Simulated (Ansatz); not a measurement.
The system is BaTiO3.

```xyz
5
Lattice="4.0060 0.0000 0.0000 0.0000 4.0060 0.0000 0.0000 0.0000 4.0060" Properties=species:S:1:pos:R:3 pbc="T T T"
Ba    2.0030    2.0030    2.0030
Ti    0.0000    0.0000    0.0000
O     0.0000    0.0000    2.0030
O     0.0000    2.0030    0.0000
O     2.0030    0.0000    0.0000
```

| Item | Value |
| --- | --- |
| Program | Ansatz 0.2.0 |
| Task | single point |
| Functional | PBE |
| Potentials or basis | all-electron LAPW, scalar-relativistic |
| Cutoff | 387 eV (chosen from the basis error) |
| Basis error allowed | 0.001 eV/atom |
| k mesh | 7 × 7 × 7 |
| Occupations | fermi-dirac, width 0.05 eV |
| Spin | no spin polarisation |

On this cell: pressure 1.7 GPa; largest force zero by symmetry; band gap on the k mesh 1.86 eV, indirect (least direct gap 1.91 eV).

The same run follows on a disturbed copy (atoms moved at random, drawn with an rms of 0.05 Å):

```
Ba Ti O
1.0
     4.00600    0.00000    0.00000
     0.00000    4.00600    0.00000
     0.00000    0.00000    4.00600
Ba Ti O
1 1 3
Direct
  0.49958 0.49322 0.50628
  0.00007 0.99796 0.98907
  0.00338 0.00764 0.49317
  0.00026 0.49397 0.00679
  0.50262 0.99346 0.00855
```

Question: What changes?

Answer: The energy moves by +7.1 meV/atom; pressure 1.7 GPa; largest force 0.743 eV/Å; band gap on the k mesh 1.86 eV, indirect (least direct gap 1.92 eV).

Forces in eV/Å, atoms in the order of the input:
```
Ba   0.034  0.107 -0.288
Ti  -0.054  0.041  0.239
O   -0.026 -0.281  0.687
O    0.033  0.147 -0.303
O    0.013 -0.014 -0.335
```

Stress tensor (GPa, compression positive):
```
 1.72  0.02  0.03
 0.02  1.76 -0.04
 0.03 -0.04  1.54
```

Caveats: spin-orbit coupling is left out, which moves the levels of the heavy elements; an odd mesh through Γ misses points on the zone boundary, where band edges often lie.
